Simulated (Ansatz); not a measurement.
# linear Nb chain: period, moment and channels by functional

How many channels does the linear Nb chain carry, and how sure is the answer?

Main program and level: Ansatz 0.2.0; DFT PBE, plane waves, PAW; relaxation of a chain's period, in the first sound run; inputs show where later runs differ.

Most raw output is cut from this account.

In doubt: warnings of the run leave room for a lower electronic state (step 4), so energies may not be the lowest and differences between runs may mislead.

### 1. Starting point

The cell holds 1 atom: 1 Nb. Cell: a = 7.500 Å, b = 7.500 Å, c = 3.050 Å, α = 90.0°, β = 90.0°, γ = 90.0°. Vacuum lies along a and b. The structure's axis is c.

### 2. The relaxed wire, level PBE, cutoff 420 eV

Band widths follow the bond lengths, so the chain is relaxed first. The atoms and the third cell vector are free; the box across stays fixed as vacuum. Moments are seeded so that a magnetic state can form if it lies lower. A Fermi-Dirac smearing is set since the result may be a metal. The pressure printed is a third of the stress's trace over the whole box, vacuum included; only the stress along the axis is relaxed.

input.yaml reads:

```yaml
crystal:
  lattice:
    - [7.5, 0.0, 0.0]
    - [0.0, 7.5, 0.0]
    - [0.0, 0.0, 3.0504]
  atoms:
    - { symbol: Nb, position: [0.5, 0.5, 0.0], spin: 2.0 }
magnetization:
  spin_polarized: true
kpoints:
  mp_grid: { grid: [1, 1, 27] }
scf:
  occupations: { method: fermi_dirac, width: 0.05 }
hamiltonian:
  xc: pbe
relax:
  cell: { fix: [a, b, alpha, beta, gamma] }
  max_steps: 60
```

Launch:

```sh
$ ansatz run input.yaml --threads 4 --pin off --max-ram 8192MiB --backend cpu --events-out ev --progress --plain --runs-dir out
```

It took 54 s on 4 threads of Arm Neoverse N1, shared host; peak memory 0.42 GiB.

The steps of the relaxation:

```
step  energy less that of the first step (eV)  largest force component (eV/Å)  pressure (GPa)  volume (Å³)
   1                                   0.0000                          0.0000           -0.94       171.58
   2                                  -0.0797                          0.0000           -0.63       164.86
   3                                  -0.3101                          0.0000           -2.12       156.49
   4                                  -0.6191                          0.0000           -2.06       148.13
   5                                  -0.8602                          0.0000           -1.48       139.76
   6                                  -0.9943                          0.0000           -0.48       131.40
   7                                  -0.9981                          0.0000           -0.32       130.04
   8                                  -0.9986                          0.0000           -0.26       129.36
  9*                                  -0.9983                          0.0000           -0.27       129.36
```

Relaxation steps marked * repeat the geometry before them on a plane-wave basis chosen anew for their cell, so energy and pressure can jump there.

```
cell as run  before  after   change
      c (Å)   3.050  2.300  -24.6 %
```

Final coordinates:

```xyz
1
Lattice="7.5000 0.0000 0.0000 0.0000 7.5000 0.0000 0.0000 0.0000 2.2998" Properties=species:S:1:pos:R:3
Nb    3.7500    3.7500    0.0000
```

This step gave:

```
energy at zero smearing    : -4547.9342 eV
cell length along the wire : 2.300 Å
```

The cell's length comes to 2.300 Å with no moment. That is -25 % against the start, more than a small adjustment.

The cell shrank by 24.6 % in its periodic edges.

### 3. Bands of the perfect wire, level PBE, cutoff 420 eV

This step: DFT PBE, plane waves, PAW; channels and complex bands of a perfect chain (Ansatz 0.2.0).

At the relaxed period the Bloch states of the perfect chain are found at each energy: those that move forward count the open channels, and those that decay describe how a disturbance dies away inside the wire itself. An energy step of 0.035 eV is under the 0.039 eV that the program asks for its thermal average at 300 K.

input.yaml reads:

```yaml
crystal:
  lattice:
    - [7.5, 0.0, 0.0]
    - [0.0, 7.5, 0.0]
    - [0.0, 0.0, 2.2997944498]
  atoms:
    - { symbol: Nb, position: [0.5, 0.5, 0.0] }
kpoints:
  mp_grid: { grid: [1, 1, 35] }
  band_path: { path: ["Γ", Z], npoints: 60 }
scf:
  occupations: { method: fermi_dirac, width: 0.05 }
hamiltonian:
  xc: pbe
output:
  transmission:
    e_range: [-2, 2]
    de: 0.035
    kmesh: [1, 1]
    reduced_basis: true
    leads: [[0, 0]]
  dos: { projected: true, e_range: [-6, 4] }
  write_potential: true
  write_density: true
  volumetric_format: npy
  elf: true
```

It took 28 s on 4 threads; peak memory 0.46 GiB; 60 s of CPU time.

Numbers from this step:

* energy at zero smearing: -4547.9428 eV
* channels at the energy nearest the Fermi level, one spin: 6
* conductance of the lead as this run defines it: 6.000 G₀
* band gap: 0 eV

Table of open channels of the lead, one spin by energy, zero at the Fermi level:

```
energy (eV)  open channels of the lead, one spin
     -2.000                                    3
     -1.895                                    3
     -1.790                                    3
     -1.685                                    3
     -1.615                                    3
     -1.510                                    3
     -1.405                                    4
     -1.300                                    4
     -1.195                                    4
     -1.090                                    4
     -0.985                                    4
     -0.915                                    4
     -0.810                                    4
     -0.705                                    4
     -0.600                                    4
     -0.495                                    4
     -0.390                                    6
     -0.285                                    6
     -0.215                                    6
     -0.110                                    6
     -0.005                                    6
      0.100                                    6
      0.205                                    6
      0.310                                    6
      0.415                                    6
      0.485                                    6
      0.590                                    6
      0.695                                    6
      0.800                                    6
      0.905                                    6
      1.010                                    6
      1.115                                    6
      1.185                                    6
      1.290                                    6
      1.395                                    6
      1.500                                    6
      1.605                                    6
      1.710                                    6
      1.815                                    6
      1.885                                    6
```

The slowest values at each energy, most degenerate partners merged, listed up to 1.5 1/Å. Table of Im kz of the slowest decaying states by energy, zero at the Fermi level:

```
energy (eV)  decay 1 (Å⁻¹)  decay 2 (Å⁻¹)  decay 3 (Å⁻¹)  decay 4 (Å⁻¹)
     -2.000          0.377          0.749          0.765           1.16
     -1.790          0.287          0.699          0.716           1.14
     -1.615          0.181          0.654          0.672           1.12
     -1.405          0.595          0.613           1.09           1.20
     -1.195          0.528          0.548           1.06           1.18
     -0.985          0.449          0.472           1.04           1.16
     -0.810          0.369          0.396           1.01           1.14
     -0.600          0.238          0.276          0.982           1.11
     -0.390          0.952           1.09           1.24           1.39
     -0.215          0.926           1.06           1.22           1.37
     -0.005          0.894           1.04           1.19           1.35
      0.205          0.860           1.01           1.17           1.33
      0.415          0.824          0.981           1.14           1.31
      0.590          0.793          0.957           1.12           1.29
      0.800          0.753          0.927           1.09           1.27
      1.010           0.71          0.897           1.07           1.25
      1.185          0.671          0.870           1.04           1.23
      1.395          0.619          0.837           1.01           1.21
      1.605          0.559          0.803          0.985           1.19
      1.815          0.483          0.767          0.955           1.16
```

Electronic bands along the path, in eV, zero at the Fermi level:

```
  point  band 5  band 6  band 7  band 8  band 9  band 10
      Γ   -3.20   -1.50   -0.45   -0.41    2.03     2.03
halfway   -0.21   -0.21    0.09    0.63    0.66     2.23
      Z   -2.75   -2.75    2.08    2.09    3.43     5.80
```

Valence density in the ca plane at fractional y = 0.500, with atoms of Nb within 0.2 Å of it. It is the smooth field of the valence electrons, not physical close to the nuclei.

Values in e/Å³, 24 rows by 12 columns, each cell a mean:
```
0.0 0.0 0.0 0.0 0.0 0.0 0.0 0.0 0.0 0.0 0.0 0.0
0.0 0.0 0.0 0.0 0.0 0.0 0.0 0.0 0.0 0.0 0.0 0.0
0.0 0.0 0.0 0.0 0.0 0.0 0.0 0.0 0.0 0.0 0.0 0.0
0.0 0.0 0.0 0.0 0.0 0.0 0.0 0.0 0.0 0.0 0.0 0.0
0.0 0.0 0.0 0.0 0.0 0.0 0.0 0.0 0.0 0.0 0.0 0.0
0.0 0.0 0.0 0.0 0.0 0.0 0.0 0.0 0.0 0.0 0.0 0.0
0.1 0.1 0.1 0.1 0.1 0.1 0.1 0.1 0.1 0.1 0.1 0.1
0.2 0.2 0.1 0.1 0.1 0.1 0.1 0.1 0.1 0.1 0.1 0.2
0.7 0.6 0.5 0.4 0.3 0.2 0.2 0.2 0.3 0.4 0.5 0.6
2.6 2.4 1.8 1.1 0.7 0.5 0.4 0.5 0.7 1.1 1.8 2.4
4.9 4.7 4.1 2.7 1.5 0.8 0.6 0.8 1.5 2.7 4.1 4.7
4.6 4.9 5.0 3.7 2.0 1.0 0.8 1.0 2.0 3.7 5.0 4.9
5.0 5.0 4.5 3.2 1.7 0.9 0.7 0.9 1.7 3.2 4.5 5.0
3.7 3.5 2.7 1.7 1.0 0.6 0.5 0.6 1.0 1.7 2.7 3.5
1.1 1.0 0.8 0.5 0.4 0.3 0.3 0.3 0.4 0.5 0.8 1.0
0.3 0.2 0.2 0.2 0.2 0.2 0.2 0.2 0.2 0.2 0.2 0.2
0.1 0.1 0.1 0.1 0.1 0.1 0.1 0.1 0.1 0.1 0.1 0.1
0.0 0.0 0.0 0.0 0.0 0.0 0.0 0.0 0.0 0.0 0.0 0.0
0.0 0.0 0.0 0.0 0.0 0.0 0.0 0.0 0.0 0.0 0.0 0.0
0.0 0.0 0.0 0.0 0.0 0.0 0.0 0.0 0.0 0.0 0.0 0.0
0.0 0.0 0.0 0.0 0.0 0.0 0.0 0.0 0.0 0.0 0.0 0.0
0.0 0.0 0.0 0.0 0.0 0.0 0.0 0.0 0.0 0.0 0.0 0.0
0.0 0.0 0.0 0.0 0.0 0.0 0.0 0.0 0.0 0.0 0.0 0.0
0.0 0.0 0.0 0.0 0.0 0.0 0.0 0.0 0.0 0.0 0.0 0.0
```
Columns run along c (2.3 Å), rows up along a (7.5 Å). Atoms in or near the plane, at fractional coordinates: Nb at (0.00, 0.50).

ELF in the ca plane at fractional y = 0.500, with atoms of Nb within 0.2 Å of it. It is the smooth field of the valence electrons, not physical close to the nuclei.

Ten even steps from '_' (0.06) to '@' (0.74), each cell a mean:
```
________________________
......______________....
........................
....::::::------::::::..
....::----======----::..
....::--==++**++==--::..
__....::==++**++==::....
__....::--++**++--::....
====------======------==
@@@@%%**==------==**%%@@
##%%@@@@**==--==**@@@@%%
..--%%@@##==::==##@@%%--
++##@@@@##==--==##@@@@##
@@@@@@%%++------++%%@@@@
****++==----==----==++**
......::--==++==--::....
____..::==++**++==::..__
....::--==++**++==--::..
....::--==++++++==--::..
....::::----------::::..
........::::::::::......
........................
..______________________
________________________
```
Columns run along c (2.3 Å), rows up along a (7.5 Å). Atoms in or near the plane, at fractional coordinates: Nb at (0.00, 0.50).

Electrostatic potential energy in the ca plane at fractional y = 0.500, with atoms of Nb within 0.2 Å of it. With pseudopotentials it is smooth inside the atoms' cores, unlike the true potential.

Ten even steps from '_' (-76 eV) to '@' (3 eV), each cell a mean:
```
@@@@@@@@@@@@@@@@@@@@@@@@
@@@@@@@@@@@@@@@@@@@@@@@@
@@@@@@@@@@@@@@@@@@@@@@@@
@@@@@@@@@@@@@@@@@@@@@@@@
@@@@@@@@@@@@@@@@@@@@@@@@
@@@@@@@@@@@@@@@@@@@@@@@@
@@@@@@@@@@@@@@@@@@@@@@@@
%%@@@@@@@@@@@@@@@@@@@@@@
######%%%%@@@@@@%%%%####
----++**##%%%%%%##**++--
____..--**##%%##**--..__
______::==######==::____
______::++##%%##++::____
..::--++##%%%%%%##++--::
****####%%@@@@@@%%####**
%%%%%%@@@@@@@@@@@@@@%%%%
@@@@@@@@@@@@@@@@@@@@@@@@
@@@@@@@@@@@@@@@@@@@@@@@@
@@@@@@@@@@@@@@@@@@@@@@@@
@@@@@@@@@@@@@@@@@@@@@@@@
@@@@@@@@@@@@@@@@@@@@@@@@
@@@@@@@@@@@@@@@@@@@@@@@@
@@@@@@@@@@@@@@@@@@@@@@@@
@@@@@@@@@@@@@@@@@@@@@@@@
```
Columns run along c (2.3 Å; values clipped at the 3rd and 97th percentile), rows up along a (7.5 Å). Atoms in or near the plane, at fractional coordinates: Nb at (0.00, 0.50).

By hand: the program gives 8.2646 × 10^14 S/m² over the cell's cross-section of 56.25 Å² = 5.625 × 10^-19 m², so one cell conducts 4.649 × 10^-4 S. Divided by G0 = 2e²/h = 7.748 × 10^-5 S this is 6.00 G0, a resistance of 2.15 kΩ.

At the computed energy nearest the Fermi level there are 6 channels a spin, and the thermal average gives 6.00 G₀.

### 4. Relaxation of atoms and period

This step: DFT PBEsol, plane waves, PAW; relaxation of a chain's period (Ansatz 0.2.0).

The relaxation is repeated under another functional. PBEsol weakens PBE's gradient terms and usually lands between LDA and PBE.

input.yaml reads:

```yaml
crystal:
  lattice:
    - [7.5, 0.0, 0.0]
    - [0.0, 7.5, 0.0]
    - [0.0, 0.0, 3.0504]
  atoms:
    - { symbol: Nb, position: [0.5, 0.5, 0.0], spin: 2.0 }
magnetization:
  spin_polarized: true
kpoints:
  mp_grid: { grid: [1, 1, 27] }
scf:
  occupations: { method: fermi_dirac, width: 0.05 }
hamiltonian:
  xc: pbesol
relax:
  cell: { fix: [a, b, alpha, beta, gamma] }
  max_steps: 60
```

Run time: 55 s. Hardware: 4 threads; peak memory 0.42 GiB.

The steps of the relaxation:

```
step  energy less that of the first step (eV)  largest force component (eV/Å)  pressure (GPa)  volume (Å³)
   1                                   0.0000                          0.0000           -1.11       171.58
   2                                  -0.1215                          0.0000           -1.08       163.35
   3                                  -0.4147                          0.0000           -2.35       154.99
   4                                  -0.7562                          0.0000           -2.24       146.62
   5                                  -1.0309                          0.0000           -1.62       138.04
   6                                  -1.1924                          0.0000           -0.67       129.68
   7                                  -1.2039                          0.0000           -0.01       126.44
   8                                  -1.2047                          0.0000           -0.40       127.62
   9                                  -1.2054                          0.0000           -0.23       127.07
 10*                                  -1.2052                          0.0000           -0.23       127.07
```

Relaxation steps marked * repeat the geometry before them on a plane-wave basis chosen anew for their cell, so energy and pressure can jump there.

```
cell as run  before  after   change
      c (Å)   3.050  2.259  -25.9 %
```

Final coordinates:

```xyz
1
Lattice="7.5000 0.0000 0.0000 0.0000 7.5000 0.0000 0.0000 0.0000 2.2591" Properties=species:S:1:pos:R:3
Nb    3.7500    3.7500    0.0000
```

The cell's length comes to 2.259 Å, -1.8 % against the first run, with no moment. That is -26 % against the start, more than a small adjustment.

The cell shrank by 25.9 % in its periodic edges.

### 5. Bands of the perfect wire, level PBEsol, cutoff 420 eV

This step: DFT PBEsol, plane waves, PAW; channels and complex bands of a perfect chain (Ansatz 0.2.0).

The channels are counted again under PBEsol, at the period that it gave.

input.yaml reads:

```yaml
crystal:
  lattice:
    - [7.5, 0.0, 0.0]
    - [0.0, 7.5, 0.0]
    - [0.0, 0.0, 2.2590746339]
  atoms:
    - { symbol: Nb, position: [0.5, 0.5, 0.0] }
kpoints:
  mp_grid: { grid: [1, 1, 36] }
  band_path: { path: ["Γ", Z], npoints: 60 }
scf:
  occupations: { method: fermi_dirac, width: 0.05 }
hamiltonian:
  xc: pbesol
output:
  transmission:
    e_range: [-2, 2]
    de: 0.035
    kmesh: [1, 1]
    reduced_basis: true
    leads: [[0, 0]]
  dos: { projected: true, e_range: [-6, 4] }
```

Elapsed: 26 s, on 4 threads; peak memory 0.45 GiB; 60 s of CPU time.

The open channels of the lead, one spin by energy, zero at the Fermi level:

energy (eV), open channels of the lead, one spin and a bar from the least value:
```
   -2.000       3.00 
   -1.895       3.00 
   -1.790       3.00 
   -1.685       3.00 
   -1.615       3.00 
   -1.510       4.00 ##########
   -1.405       4.00 ##########
   -1.300       4.00 ##########
   -1.195       4.00 ##########
   -1.090       4.00 ##########
   -0.985       4.00 ##########
   -0.915       4.00 ##########
   -0.810       4.00 ##########
   -0.705       4.00 ##########
   -0.600       4.00 ##########
   -0.495       4.00 ##########
   -0.390       6.00 ##############################
   -0.285       6.00 ##############################
   -0.215       6.00 ##############################
   -0.110       6.00 ##############################
   -0.005       6.00 ##############################
    0.100       6.00 ##############################
    0.205       6.00 ##############################
    0.310       6.00 ##############################
    0.415       6.00 ##############################
    0.485       6.00 ##############################
    0.590       6.00 ##############################
    0.695       6.00 ##############################
    0.800       6.00 ##############################
    0.905       6.00 ##############################
    1.010       6.00 ##############################
    1.115       6.00 ##############################
    1.185       6.00 ##############################
    1.290       6.00 ##############################
    1.395       6.00 ##############################
    1.500       6.00 ##############################
    1.605       6.00 ##############################
    1.710       6.00 ##############################
    1.815       6.00 ##############################
    1.885       6.00 ##############################
```

At the computed energy nearest the Fermi level there are 6 channels a spin, and the thermal average gives 6.00 G₀.

### 6. Relaxation of atoms and period

This step: DFT RPBE, plane waves, PAW; relaxation of a chain's period (Ansatz 0.2.0).

The relaxation is repeated under another functional. RPBE strengthens the exchange enhancement and tends to longer, weaker bonds than PBE.

input.yaml reads:

```yaml
crystal:
  lattice:
    - [7.5, 0.0, 0.0]
    - [0.0, 7.5, 0.0]
    - [0.0, 0.0, 3.0504]
  atoms:
    - { symbol: Nb, position: [0.5, 0.5, 0.0], spin: 2.0 }
magnetization:
  spin_polarized: true
kpoints:
  mp_grid: { grid: [1, 1, 27] }
scf:
  occupations: { method: fermi_dirac, width: 0.05 }
hamiltonian:
  xc: rpbe
relax:
  cell: { fix: [a, b, alpha, beta, gamma] }
  max_steps: 60
```

Run time: 50 s. Hardware: 4 threads; peak memory 0.42 GiB.

Step by step:

```
step  energy less that of the first step (eV)  largest force component (eV/Å)  pressure (GPa)  volume (Å³)
   1                                   0.0000                          0.0000           -0.82       171.58
   2                                  -0.0580                          0.0000           -0.54       165.83
   3                                  -0.1881                          0.0000           -1.68       157.92
   4                                  -0.4508                          0.0000           -1.87       149.56
   5                                  -0.6726                          0.0000           -1.32       141.19
   6                                  -0.7653                          0.0000           -0.17       132.83
   7                                  -0.7658                          0.0000           -0.17       133.29
   8                                  -0.7518                          0.0000           -0.76       136.43
   9                                  -0.7660                          0.0000           -0.25       133.83
  10                                  -0.7661                          0.0000           -0.22       133.64
 11*                                  -0.7656                          0.0000           -0.22       133.64
```

Relaxation steps marked * repeat the geometry before them on a plane-wave basis chosen anew for their cell, so energy and pressure can jump there. Relaxation step 8 was tried and not accepted.

```
cell as run  before  after   change
      c (Å)   3.050  2.376  -22.1 %
```

Final coordinates:

```cif
data_structure
_symmetry_space_group_name_H-M 'P 1'
_symmetry_Int_Tables_number 1
_cell_length_a 7.5000
_cell_length_b 7.5000
_cell_length_c 2.3759
_cell_angle_alpha 90.000
_cell_angle_beta 90.000
_cell_angle_gamma 90.000
_cell_volume 133.64
loop_
_atom_site_label
_atom_site_type_symbol
_atom_site_fract_x
_atom_site_fract_y
_atom_site_fract_z
_atom_site_occupancy
Nb1 Nb 0.50000 0.50000 0.00000 1
```

The cell's length comes to 2.376 Å, +3.3 % against the first run, with an absolute moment of 1.33 μB a cell. That is -22 % against the start, more than a small adjustment.

The cell shrank by 22.1 % in its periodic edges.

(Continued in part 2 of 2.)

[Logs are printed without paths, hosts, clocks, repeated set-up lines and the standing remarks that a program may print on its own settings, such as how far it seeks lower states.]

[Hosts, paths, dates, database ids (printed as entryN), source tags and the programs' standing remarks are cut or masked in the printed files.]
